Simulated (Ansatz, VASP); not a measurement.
BAs: VASP beside Ansatz

```
B As
1.0
     0.00000    2.30685    2.30685
     2.30685    0.00000    2.30685
     2.30685    2.30685    0.00000
B As
1 1
Direct
  0.00000 0.00000 0.00000
  0.50000 0.50000 0.50000
```

Alike in both runs: functional PBE; k mesh 14 × 14 × 14; occupations fermi-dirac, width 0.05 eV; no spin polarisation.

Ansatz relaxed the structure, and its values are those at the end. VASP's run is a single point on that final structure, the one shown.

|  | VASP | Ansatz |
| --- | --- | --- |
| version | VASP 6.6.1 | Ansatz 0.2.0 |
| potentials or method | VASP PAW PBE potentials, release 64 (B, As) | PAW with Ansatz's default frozen-core files, scalar-relativistic |
| plane-wave cutoff (eV) | 520 | 420 |
| valence electrons in the cell | 8 | 18 |

```tsv
	VASP	Ansatz	Ansatz less VASP
pressure (GPa)	0.3	0.0	-0.34
```

With one functional, cell and mesh, what is left measures potentials, basis and numerics. The two sets of potentials don't hold the same shells in valence.
